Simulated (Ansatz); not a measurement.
Diamond Si, relaxed with r2SCAN in the PAW code Ansatz: the symmetry is Fd-3m (No. 227, cubic); a = 5.444 Å in the conventional setting, 20.17 Å³ an atom. Si is surrounded by 4 Si at 2.36 Å. The primitive cell holds 2 atoms in 40.34 Å³. Calculated for a static, non-magnetic cell.

Computed values: HSE06 (6×6×6) gives a least gap of 1.14 eV and a least direct gap of 3.31 eV. r2SCAN's ε∞ is 11.71.

**What is the density?** The cell holds 2 Si: M = 2×28.085 = 56.17 u in V = 40.34 Å³. ρ = 1.66054 × M/V = 1.66054 × 56.17/40.34 = 2.312 g/cm³, for the static r2SCAN lattice.

**At what wavelength does absorption set in by HSE06, excitons left aside?** λ = 1239.84 eV nm/E: 1088 nm for the least gap, where it needs phonons and is weak, and 375 nm for direct transitions.

**What refractive index and reflectivity at normal incidence follow, below the gap and above the phonons?** n = √11.71 = 3.422; R = ((n − 1)/(n + 1))² = (2.422/4.422)² = 30.0 % a face.

The meshes of the hybrids are coarse, so their gaps aren't converged to the digits shown.
